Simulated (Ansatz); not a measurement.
# HfB3: a trial structure relaxed, part 1 of 2

Aim: relax a trial structure of HfB3 and see where it ends.

Computed with Ansatz 0.2.0 (DFT PBE, scalar-relativistic, plane waves, PAW, unless a step's input says otherwise).

## Step 1: The starting structure

It takes space group Fm-3m (No. 225, cubic). The conventional cell has a = 5.833 Å, b = 5.833 Å, c = 5.833 Å, α = 90.00°, β = 90.00°, γ = 90.00°. Around Hf (site symmetry m-3m) lie 8 B at 2.53 Å. B (site symmetry m-3m) has 8 B at 2.53 Å as nearest neighbours. B (site symmetry -43m) has 4 Hf at 2.53 Å and 4 B at 2.53 Å as nearest neighbours.

Structure file:

```cif
data_structure
_symmetry_space_group_name_H-M 'P 1'
_symmetry_Int_Tables_number 1
_cell_length_a 4.1249
_cell_length_b 4.1249
_cell_length_c 4.1249
_cell_angle_alpha 60.000
_cell_angle_beta 60.000
_cell_angle_gamma 60.000
_cell_volume 49.63
loop_
_atom_site_label
_atom_site_type_symbol
_atom_site_fract_x
_atom_site_fract_y
_atom_site_fract_z
_atom_site_occupancy
Hf1 Hf 0.00000 0.00000 0.00000 1
B1 B 0.50000 0.50000 0.50000 1
B2 B 0.25000 0.25000 0.25000 1
B3 B 0.75000 0.75000 0.75000 1
```

A structure generator made this guess: random cell by space group and Wyckoff sites (Fm-3m, No. 225). Lengths come from tabulated atomic sizes and are only a guess.

## Step 2: Probe: one point on a coarse mesh

The input, input.yaml:

```yaml
crystal:
  lattice:
    - [0.0, 2.91671303, 2.91671303]
    - [2.91671303, 0.0, 2.91671303]
    - [2.91671303, 2.91671303, 0.0]
  atoms:
    - { symbol: Hf, position: [0.0, 0.0, 0.0] }
    - { symbol: B, position: [0.5, 0.5, 0.5] }
    - { symbol: B, position: [0.25, 0.25, 0.25] }
    - { symbol: B, position: [0.75, 0.75, 0.75] }
basis:
  ecutwfc: 420
kpoints:
  mp_grid: { grid: [6, 6, 6] }
hamiltonian:
  xc: pbe
scf:
  occupations: { method: gaussian, width: 0.1 }
  lower_state_search: "off"
output:
  forces: true
  stress: true
  eigenvalues: true
```

Command:

```
> ansatz run input.yaml --threads 1 --pin off --max-ram 2048MiB --backend cpu --events-out ev --progress --plain --runs-dir out
```

Standard output, shortened:

```text
[...]
SCF converged after 6 iterations
Free energy (F): -16183.866102 eV
[...]
E sigma→0 (E₀):  -16183.859741 eV
Entropy (-TS):   -0.012722 eV (-3.180 meV/atom)
Fermi energy:    13.401221 eV
[...]
--- Forces (eV/Å), atoms counted from 1 ---
  atom   1  Hf    -0.00000000    -0.00000000    -0.00000000
  atom   2  B      0.00000000     0.00000000    -0.00000000
  atom   3  B     -0.00000000     0.00000000    -0.00000000
  atom   4  B      0.00000000     0.00000000     0.00000000
[...]
--- Stress (GPa, compression-positive) ---
      -19.614333       0.000000      -0.000000
        0.000000     -19.614333      -0.000000
        0.000000      -0.000000     -19.614333
  P = ⅓ Tr σ = -19.6143 GPa (-196.143 kbar)
--- Band table (eV; the first three rows and the last of 16) ---
  k-point 0: bands = ["-49.0802", "-17.7215", "-17.7215", "-17.7215", "0.9215", "0.9215", "0.9215", "0.9261", "0.9482", "0.9482", "0.9482", "1.5517", "9.7552", "9.7552", "9.7552", "10.9620", "12.7569", "12.7569", "12.7569", "13.2711", "14.2841", "14.2841"]
[...]
```

Wall time 0.67 s (1 thread of Intel Xeon 6975P-C (Granite Rapids), shared host); peak memory 0.34 GiB.

From the probe: pressure -19.6 GPa, largest force 0.00 eV/Å, gap on this mesh none (metal). A guess like this is first relaxed loosely on the coarse mesh.

## Step 3: A loose first relaxation

input.yaml, as its differences from that of step 2:

```diff
@@ -23 +23,6 @@
   eigenvalues: true
+relax:
+  adjacent_minimum: "off"
+  f_tol: 0.04
+  max_steps: 70
+  cell: { stress_tol: 0.4 }
```

Command:

```
> ansatz run input.yaml --threads 1 --pin off --max-ram 2048MiB --backend cpu --events-out ev --progress --plain --runs-dir out
```

Standard output:

```text
Warning: RAYON_NUM_THREADS=1 ignored (pool sized by the plan → 1); use --threads N
Engine: ansatz 0.2.0, x86_64-unknown-linux-gnu
Pseudopotentials: kind: paw
Pseudopotential: Hf, paw, valence charge 26, recommended cutoff 420 eV (normal), Hf.paw.azcp
Pseudopotential: B, paw, valence charge 3, recommended cutoff 420 eV (normal), B.paw.azcp
Functional definition: PBE
  parameter kappa = 0.804
  parameter beta = 0.06672455060314922
  exchange = pbe_x(kappa = kappa, mu = beta*pi^2/3)
  correlation = pbe_c(beta = beta)
Crystal: 4 atoms, lattice volume = 49.626 Å³
Basis set: ecut = 420 eV, 941 PW (Γ), exchange–correlation on 60×60×60 points (8 copies of the dense FFT grid, shifted against one another)
Bands: 22, of which v1, the nominal top of the filled ones, is band 18 counted from 1 (17 counted from 0)
Symmetry: 48 space group operations
Space group: Fm-3m (ITA 225), of the structure as read, at distance tolerance 3.7e-5 Å
k-points: 16 of 216
Non-local potential: Hf, projectors of the file, l = 0: 3, l = 1: 2, l = 2: 2, l = 3: 3
Non-local potential: B, projectors of the file, l = 0: 2, l = 1: 2, l = 2: 1
PAW form: soft (Blöchl's): semilocal exchange-correlation on the pseudo side does not see the compensation charge
PAW one-centre angular grid: Hf, 590 points (default); XC on 64 Gauss nodes
PAW one-centre angular grid: B, 110 points (default); XC on 64 Gauss nodes
Initial density: superposition of atomic densities (neutral atoms: chi_scale 0, normalization atom), corrected by the library's trained network
Initial wavefunctions: pseudopotential atomic-orbital guess
Functional: x = pbe(κ = 0.804, μ = 0.2195149727645171), c = pbe(β = 0.06672455060314922)
SCF iter   1: F=—  HF=-16183.869616 eV  |F-HF|=—  |Δ(HF+E_count)|=         —  Δρ=4.51e-3  dr2=1.70e-2  ethr=1.77e-3  ⟨swp⟩=3.8  Hψ=1259  notcnv=0
preconditioner: auto → none  [insulator: Δε(μ)=0.216 eV  Ē_g=10.325 eV  σ=0.100 eV  W_gap=0.56  n_scr=14 (ndim 8)  ℏωp=27.4 eV  f_vac=0.000  D(μ)=2.66/eV (n_scr^D=26)  ε∞_Penn≈8.0]
SCF iter   2: F=—  HF=-16183.865972 eV  |F-HF|=—  |Δ(HF+E_count)|=   3.64e-3  Δρ=1.48e-3  dr2=5.33e-4  ethr=4.85e-5  ⟨swp⟩=2.0  Hψ=554  notcnv=0
SCF iter   3: F=—  HF=-16183.866067 eV  |F-HF|=—  |Δ(HF+E_count)|=   9.48e-5  Δρ=5.53e-4  dr2=7.14e-5  ethr=1.52e-6  ⟨swp⟩=2.0  Hψ=628  notcnv=0
SCF iter   4: F=—  HF=-16183.866096 eV  |F-HF|=—  |Δ(HF+E_count)|=   2.92e-5  Δρ=2.15e-4  dr2=9.07e-6  ethr=2.04e-7  ⟨swp⟩=2.1  Hψ=582  notcnv=0
SCF iter   5: F=—  HF=-16183.866101 eV  |F-HF|=—  |Δ(HF+E_count)|=   5.15e-6  Δρ=3.69e-5  dr2=2.93e-7  ethr=2.59e-8  ⟨swp⟩=2.0  Hψ=632  notcnv=0
SCF iter   6: F=-16183.866102 eV  HF=-16183.866102 eV  |F-HF|=2.09e-9  |Δ(HF+E_count)|=   1.84e-7  Δρ=8.39e-6  dr2=1.11e-8  ethr=2.86e-10  ⟨swp⟩=4.6  Hψ=1229  notcnv=0
SCF 1 converged in 6 iterations: F = -16183.866102 eV  dr2 = 1.11e-8
relax step   1: F+E_penalty+E_count = -16183.86610151 eV  Δ(F+E_penalty+E_count) = +0.000e0 eV  max|allowed force component| = 4.163e-17 eV/Å  Δτ_max = 0.0000 Å  P = -19.614 GPa  Ω = 49.626 Å³  (6 SCF iters, dr2 threshold 1.00e-7 eV, accepted)
Crystal: 4 atoms, lattice volume = 42.716 Å³
Basis set: ecut = 420 eV, 869 PW (Γ), exchange–correlation on 60×60×60 points (8 copies of the dense FFT grid, shifted against one another)
Initial density: handed on by an earlier stage of this run
Initial wavefunctions: those handed on with the density
iter 1 solved again at ethr=1.69e-4 eV; its pass at ethr=3.10e-3 eV (dr2=5.93e-2 eV) is discarded
SCF iter   1: F=—  HF=-16184.458461 eV  |F-HF|=—  |Δ(HF+E_count)|=         —  Δρ=1.04e-2  dr2=5.96e-2  ethr=1.69e-4  ⟨swp⟩=1.0  Hψ=1950  notcnv=0
preconditioner: auto → none  [insulator: Δε(μ)=0.170 eV  Ē_g=14.654 eV  σ=0.100 eV  W_gap=0.75  n_scr=14 (ndim 8)  ℏωp=32.6 eV  f_vac=0.000  D(μ)=1.75/eV (n_scr^D=14)  ε∞_Penn≈6.0]
SCF iter   2: F=—  HF=-16184.441637 eV  |F-HF|=—  |Δ(HF+E_count)|=   1.68e-2  Δρ=2.70e-3  dr2=1.75e-3  ethr=1.69e-4  ⟨swp⟩=2.0  Hψ=508  notcnv=0
SCF iter   3: F=—  HF=-16184.441269 eV  |F-HF|=—  |Δ(HF+E_count)|=   3.68e-4  Δρ=1.01e-3  dr2=1.79e-4  ethr=5.01e-6  ⟨swp⟩=2.0  Hψ=564  notcnv=0
SCF iter   4: F=—  HF=-16184.441284 eV  |F-HF|=—  |Δ(HF+E_count)|=   1.50e-5  Δρ=4.44e-4  dr2=6.99e-5  ethr=5.11e-7  ⟨swp⟩=2.0  Hψ=633  notcnv=0
SCF iter   5: F=—  HF=-16184.441253 eV  |F-HF|=—  |Δ(HF+E_count)|=   3.10e-5  Δρ=8.78e-5  dr2=1.34e-6  ethr=2.00e-7  ⟨swp⟩=2.0  Hψ=609  notcnv=0
SCF iter   6: F=—  HF=-16184.441253 eV  |F-HF|=—  |Δ(HF+E_count)|=   2.60e-7  Δρ=1.82e-5  dr2=4.44e-8  ethr=1.14e-9  ⟨swp⟩=5.1  Hψ=1526  notcnv=0
SCF iter   7: F=-16184.441253 eV  HF=-16184.441253 eV  |F-HF|=1.95e-9  |Δ(HF+E_count)|=   7.68e-8  Δρ=1.17e-6  dr2=2.19e-10  ethr=1.27e-10  ⟨swp⟩=3.9  Hψ=1069  notcnv=0
SCF 2 converged in 7 iterations: F = -16184.441253 eV  dr2 = 2.19e-10
relax step   2: F+E_penalty+E_count = -16184.44125319 eV  Δ(F+E_penalty+E_count) = -5.752e-1 eV  max|allowed force component| = 4.395e-17 eV/Å  Δτ_max = 0.0000 Å  P = -4.723 GPa  Ω = 42.716 Å³  energy of the carried Pulay correction = +5.409e-3 eV  (7 SCF iters, dr2 threshold 4.00e-7 eV, accepted)
Crystal: 4 atoms, lattice volume = 40.913 Å³
Basis set: ecut = 420 eV, 821 PW (Γ), exchange–correlation on 60×60×60 points (8 copies of the dense FFT grid, shifted against one another)
iter 1 solved again at ethr=1.25e-5 eV; its pass at ethr=3.10e-3 eV (dr2=4.36e-3 eV) is discarded
SCF iter   1: F=—  HF=-16184.461263 eV  |F-HF|=—  |Δ(HF+E_count)|=         —  Δρ=3.04e-3  dr2=4.42e-3  ethr=1.25e-5  ⟨swp⟩=1.1  Hψ=1893  notcnv=0
preconditioner: auto → none  [insulator: Δε(μ)=0.144 eV  Ē_g=14.798 eV  σ=0.100 eV  W_gap=0.67  n_scr=14 (ndim 8)  ℏωp=33.3 eV  f_vac=0.000  D(μ)=2.06/eV (n_scr^D=14)  ε∞_Penn≈6.1]
SCF iter   2: F=—  HF=-16184.460019 eV  |F-HF|=—  |Δ(HF+E_count)|=   1.24e-3  Δρ=8.54e-4  dr2=1.89e-4  ethr=1.25e-5  ⟨swp⟩=2.0  Hψ=455  notcnv=0
SCF iter   3: F=—  HF=-16184.459990 eV  |F-HF|=—  |Δ(HF+E_count)|=   2.92e-5  Δρ=2.94e-4  dr2=1.51e-5  ethr=5.40e-7  ⟨swp⟩=2.0  Hψ=561  notcnv=0
SCF iter   4: F=—  HF=-16184.459986 eV  |F-HF|=—  |Δ(HF+E_count)|=   4.08e-6  Δρ=1.38e-4  dr2=5.42e-6  ethr=4.32e-8  ⟨swp⟩=2.0  Hψ=635  notcnv=0
iter 5 did not close the SCF: its close was put off for the readings that it lacked (scf_convergence_deferred on its scf_iter line)
SCF iter   5: F=-16184.459986 eV  HF=-16184.459986 eV  |F-HF|=1.58e-7  |Δ(HF+E_count)|=   2.56e-7  Δρ=2.37e-5  dr2=1.75e-7  ethr=1.55e-8  ⟨swp⟩=2.0  Hψ=571  notcnv=0
SCF iter   6: F=-16184.459986 eV  HF=-16184.459986 eV  |F-HF|=1.08e-8  |Δ(HF+E_count)|=   1.94e-8  Δρ=5.41e-6  dr2=3.92e-9  ethr=5.00e-10  ⟨swp⟩=2.0  Hψ=1347  notcnv=0
SCF 3 converged in 6 iterations: F = -16184.459986 eV  dr2 = 3.92e-9
relax step   3: F+E_penalty+E_count = -16184.45998629 eV  Δ(F+E_penalty+E_count) = -1.873e-2 eV  max|allowed force component| = 8.038e-17 eV/Å  Δτ_max = 0.0000 Å  P = +1.895 GPa  Ω = 40.913 Å³  energy of the carried Pulay correction = +6.957e-3 eV  (6 SCF iters, dr2 threshold 4.00e-7 eV, accepted)
Crystal: 4 atoms, lattice volume = 41.413 Å³
iter 1 solved again at ethr=9.68e-7 eV; its pass at ethr=3.10e-3 eV (dr2=3.39e-4 eV) is discarded
SCF iter   1: F=—  HF=-16184.462472 eV  |F-HF|=—  |Δ(HF+E_count)|=         —  Δρ=8.36e-4  dr2=3.32e-4  ethr=9.68e-7  ⟨swp⟩=2.0  Hψ=1875  notcnv=0
preconditioner: auto → none  [insulator: Δε(μ)=0.141 eV  Ē_g=14.812 eV  σ=0.100 eV  W_gap=0.64  n_scr=14 (ndim 8)  ℏωp=33.1 eV  f_vac=0.000  D(μ)=1.87/eV (n_scr^D=14)  ε∞_Penn≈6.0]
SCF iter   2: F=—  HF=-16184.462378 eV  |F-HF|=—  |Δ(HF+E_count)|=   9.45e-5  Δρ=2.40e-4  dr2=1.51e-5  ethr=9.48e-7  ⟨swp⟩=2.1  Hψ=476  notcnv=0
SCF iter   3: F=—  HF=-16184.462376 eV  |F-HF|=—  |Δ(HF+E_count)|=   1.99e-6  Δρ=8.36e-5  dr2=1.24e-6  ethr=4.31e-8  ⟨swp⟩=2.0  Hψ=574  notcnv=0
SCF iter   4: F=—  HF=-16184.462375 eV  |F-HF|=—  |Δ(HF+E_count)|=   5.11e-7  Δρ=3.89e-5  dr2=4.19e-7  ethr=3.55e-9  ⟨swp⟩=2.0  Hψ=635  notcnv=0
iter 5 did not close the SCF: its close was put off for the readings that it lacked (scf_convergence_deferred on its scf_iter line)
SCF iter   5: F=-16184.462375 eV  HF=-16184.462375 eV  |F-HF|=9.25e-9  |Δ(HF+E_count)|=   5.71e-8  Δρ=6.80e-6  dr2=1.37e-8  ethr=1.20e-9  ⟨swp⟩=2.0  Hψ=557  notcnv=0
SCF iter   6: F=-16184.462375 eV  HF=-16184.462375 eV  |F-HF|=6.98e-10  |Δ(HF+E_count)|=  6.42e-10  Δρ=1.50e-6  dr2=2.98e-10  ethr=3.93e-11  ⟨swp⟩=1.6  Hψ=1078  notcnv=0
SCF 4 converged in 6 iterations: F = -16184.462375 eV  dr2 = 2.98e-10
relax step   4: F+E_penalty+E_count = -16184.46237534 eV  Δ(F+E_penalty+E_count) = -2.389e-3 eV  max|allowed force component| = 8.731e-17 eV/Å  Δτ_max = 0.0000 Å  P = -0.073 GPa  Ω = 41.413 Å³  energy of the carried Pulay correction = +6.521e-3 eV  (6 SCF iters, dr2 threshold 4.00e-7 eV, accepted)
Basis set: ecut = 420 eV, 869 PW (Γ), exchange–correlation on 54×54×54 points (8 copies of the dense FFT grid, shifted against one another)
Initial wavefunctions: pseudopotential atomic-orbital guess (no wavefunctions were taken with the density)
iter 1 solved again at ethr=1.08e-8 eV; its pass at ethr=3.10e-3 eV (dr2=3.79e-6 eV) is discarded
SCF iter   1: F=—  HF=-16184.458137 eV  |F-HF|=—  |Δ(HF+E_count)|=         —  Δρ=2.41e-4  dr2=2.46e-6  ethr=1.08e-8  ⟨swp⟩=3.7  Hψ=2453  notcnv=0
preconditioner: auto → none  [insulator: Δε(μ)=0.142 eV  Ē_g=14.803 eV  σ=0.100 eV  W_gap=0.64  n_scr=14 (ndim 8)  ℏωp=33.1 eV  f_vac=0.000  D(μ)=1.87/eV (n_scr^D=14)  ε∞_Penn≈6.0]
SCF iter   2: F=—  HF=-16184.458138 eV  |F-HF|=—  |Δ(HF+E_count)|=   9.84e-7  Δρ=1.48e-4  dr2=2.77e-6  ethr=7.03e-9  ⟨swp⟩=2.9  Hψ=710  notcnv=0
SCF iter   3: F=—  HF=-16184.458140 eV  |F-HF|=—  |Δ(HF+E_count)|=   2.24e-6  Δρ=7.34e-5  dr2=2.81e-7  ethr=7.03e-9  ⟨swp⟩=2.0  Hψ=625  notcnv=0
SCF iter   4: F=—  HF=-16184.458142 eV  |F-HF|=—  |Δ(HF+E_count)|=   1.33e-6  Δρ=2.85e-5  dr2=4.82e-8  ethr=8.02e-10  ⟨swp⟩=2.2  Hψ=558  notcnv=0
iter 5 did not close the SCF: its close was put off for the readings that it lacked (scf_convergence_deferred on its scf_iter line)
SCF iter   5: F=-16184.458142 eV  HF=-16184.458142 eV  |F-HF|=8.59e-9  |Δ(HF+E_count)|=   2.23e-7  Δρ=5.62e-6  dr2=1.90e-9  ethr=1.38e-10  ⟨swp⟩=2.0  Hψ=568  notcnv=0
SCF iter   6: F=-16184.458142 eV  HF=-16184.458142 eV  |F-HF|=7.64e-11  |Δ(HF+E_count)|=   8.87e-9  Δρ=6.13e-7  dr2=3.65e-11  ethr=5.43e-12  ⟨swp⟩=2.9  Hψ=1323  notcnv=0
SCF 5 converged in 6 iterations: F = -16184.458142 eV  dr2 = 3.65e-11
relax step   5: F+E_penalty+E_count = -16184.45814178 eV  Δ(F+E_penalty+E_count) = +4.234e-3 eV  max|allowed force component| = 7.170e-17 eV/Å  Δτ_max = 0.0000 Å  P = -0.154 GPa  Ω = 41.413 Å³  stress off target by 1.54e-1 GPa  SCF on the basis re-selected at this cell (its energy is not comparable with the rows above)  (6 SCF iters)
basis re-selected at this cell: Δ(F+E_penalty+E_count) = +4.234e-3 eV, ΔP = -0.082 GPa vs the last step (what re-selecting the basis moved, of the pressure what is left beyond the Pulay correction that the steps carried, after the strain that the cell walked since its last selection, with what the two solves' SCF thresholds leave and, on support functions, any second-order correction that the steps lacked; it is no measure of the basis error at this ecutwfc). The dense FFT grid was sized anew with the basis: this SCF ran on 27×27×27 points, the steps before it on 30×30×30, so part of this shift can come from that change (see relax.cell in the input reference). This SCF's stress stands 1.54e-1 GPa from its target on what of the cell is left free (relax.cell.stress_tol is 4.00e-1 GPa) and its largest allowed force component is 7.17e-17 eV/Å (relax.f_tol is 4.00e-2 eV/Å): within both
SCF converged after 6 iterations
Free energy (F): -16184.458142 eV
Harris-Foulkes:  -16184.458142 eV  (|F-HF|=7.64e-11)
Internal energy: -16184.448797 eV  (E = F + TS)
E sigma→0 (E₀):  -16184.453470 eV
Entropy (-TS):   -0.009344 eV (-2.336 meV/atom)
Fermi energy:    16.606988 eV
--- Per-component energies (eV) ---
  E_band       = 36.056244
  E_kinetic    = 556.814680
  E_local      = -5926.789333  (includes V_loc(G=0)·N_el)
  E_nonlocal   = -1204.186405
  E_hartree    = 2787.330966
  E_xc         = -394.053967
  E_vxc        = -377.722250  (∫ρ·V_xc dr)
  E_paw        = -7163.717525  (= ΣΔE_a)
  E_vpaw       = 1413.277346  (= ΣTr[D̂ρ^β])
  E_aug_tail   = -0.000008  (compensation charges beyond the density's cutoff)
  E_ewald      = -4839.847205
  E_smearing   = -0.009344  (= −TS)
  E_closure    = 0.000000  (closes the sum)
  Σ components = -16184.458142   (vs F -16184.458142, Δ=0.00e0)
--- Forces (eV/Å), atoms counted from 1 ---
  atom   1  Hf    -0.00000000     0.00000000    -0.00000000
  atom   2  B      0.00000000    -0.00000000     0.00000000
  atom   3  B     -0.00000000    -0.00000000     0.00000000
  atom   4  B      0.00000000     0.00000000    -0.00000000
  max |Σ_I F_I| component: 9.25e-17 eV/Å
--- Stress (GPa, compression-positive) ---
       -0.154210       0.000000      -0.000000
       -0.000000      -0.154210      -0.000000
       -0.000000       0.000000      -0.154210
  P = ⅓ Tr σ = -0.1542 GPa (-1.542 kbar)
--- Band table (eV; the first three rows and the last of 16) ---
  k-point 0: bands = ["-45.4138", "-14.1628", "-14.1628", "-14.1628", "3.3829", "4.5814", "4.5909", "4.5909", "4.5909", "4.6357", "4.6357", "4.6357", "12.0591", "12.0591", "12.0591", "14.7011", "15.5185", "15.5185", "15.5185", "17.3314", "17.3314", "17.6234"]
  k-point 1: bands = ["-45.4127", "-14.2050", "-14.1687", "-14.1687", "3.8367", "4.5856", "4.5923", "4.5954", "4.5954", "4.6304", "4.6304", "4.6359", "10.7002", "12.1264", "12.1264", "14.6752", "14.7389", "14.7389", "16.4729", "19.0744", "19.0744", "19.1379"]
  k-point 2: bands = ["-45.4106", "-14.2879", "-14.1805", "-14.1805", "4.5836", "4.6031", "4.6031", "4.6063", "4.6219", "4.6219", "4.6363", "5.0801", "8.7505", "11.8622", "11.8622", "14.2198", "15.1472", "15.1472", "16.9163", "19.1121", "19.1121", "19.2836"]
  k-point 15: bands = ["-45.4082", "-14.2949", "-14.2493", "-14.2271", "4.6012", "4.6074", "4.6088", "4.6126", "4.6161", "4.6171", "4.6193", "7.5484", "8.5138", "8.9835", "10.6261", "13.3962", "15.6954", "17.0065", "17.2524", "19.1536", "20.8246", "20.9924"]
--- Relaxed structure (4 steps of the walk, 4 accepted, 1 SCFs on fresh bases) ---
  F+E_penalty+E_count = -16184.45814178 eV   max|allowed force component| = 7.170e-17 eV/Å   (the final SCF, on the basis selected at the relaxed cell)
  cell:  # Å, volume = 41.4134 Å³
    - [-7.643058049343385e-34, 2.746019704205032, 2.746019704205032]
    - [2.746019704205032, 8.916901057567281e-35, 2.746019704205032]
    - [2.746019704205032, 2.746019704205032, -4.203681927138861e-34]
  atoms:
    - { symbol: Hf, position: [1.7059255161597515e-33, -1.4297653086197407e-33, -1.1007288471453882e-33] }
    - { symbol: B, position: [0.5, 0.5, 0.5] }
    - { symbol: B, position: [0.25, 0.25, 0.25] }
    - { symbol: B, position: [0.75, 0.75, 0.75] }
```

It took 3.3 s on 1 thread of Intel Xeon 6975P-C (Granite Rapids), shared host; peak memory 0.36 GiB.

The steps of the relaxation:

```
step  energy from step 1 (eV/cell)  largest force component (eV/Å)  pressure (GPa)  volume (Å³)
   1                        0.0000                          0.0000          -19.61        49.63
   2                       -0.5752                          0.0000           -4.72        42.72
   3                       -0.5939                          0.0000            1.90        40.91
   4                       -0.5963                          0.0000           -0.07        41.41
   5                       -0.5920                          0.0000           -0.15        41.41
```

Step 1 is the start. Step 5 repeats the geometry before it on a plane-wave basis chosen anew for that cell, so its energy need not be comparable with the rows above.

Lengths and angles in the start's conventional setting:

|  | before | after | change |
| --- | --- | --- | --- |
| a (Å) | 5.833 | 5.492 | -5.9 % |
| b (Å) | 5.833 | 5.492 | -5.9 % |
| c (Å) | 5.833 | 5.492 | -5.9 % |
| volume (Å³/atom) | 12.41 | 10.35 | -16.5 % |
| shortest distance (Å) | 2.526 | 2.378 | -5.9 % |
| space group (0.01 Å) | Fm-3m | Fm-3m | same |

Forces and stress were held to the start's 48 operations: a distortion of lower symmetry was not tested.

(Continued in part 2 of 2.)
